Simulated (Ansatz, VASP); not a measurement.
# AlNi in VASP and in Ansatz

```
CELL_PARAMETERS angstrom
2.65052 0.00000 0.00000
0.00000 2.65052 0.00000
0.00000 0.00000 2.65052
ATOMIC_POSITIONS crystal
Al 0.00000 0.00000 0.00000
Ni 0.50000 0.50000 0.50000
```

Change from the starting cell: strain -0.080 along x and y, -0.080 along z, atoms carried along.

Alike in both runs: task single point; functional PBE; k mesh 16 × 16 × 16; occupations gaussian, width 0.15 eV; no spin polarisation.

```csv
,VASP,Ansatz
version,VASP 6.6.1,Ansatz 0.2.0
potentials or method,"VASP PAW PBE potentials, release 64 (Al, Ni)","scalar-relativistic, plane waves, PAW"
plane-wave cutoff (eV),520,420
valence electrons in the cell,13,21
```

|  | VASP | Ansatz | Ansatz less VASP |
| --- | --- | --- | --- |
| gap on the k mesh at the Fermi level (eV) | none | none | - |
| pressure (GPa) | 73.6 | 73.7 | +0.10 |

A gap of «none» marks a metal or a gap that the smearing closes. The two sets of potentials don't hold the same shells in valence.

Caveats: the cell as given lies far from equilibrium; so large a pressure means that the cell lies far from this level's equilibrium, or that cutoff or potentials fall short (VASP). Spin polarisation is off, so any magnetic state and its effect on volume and gap are missing.
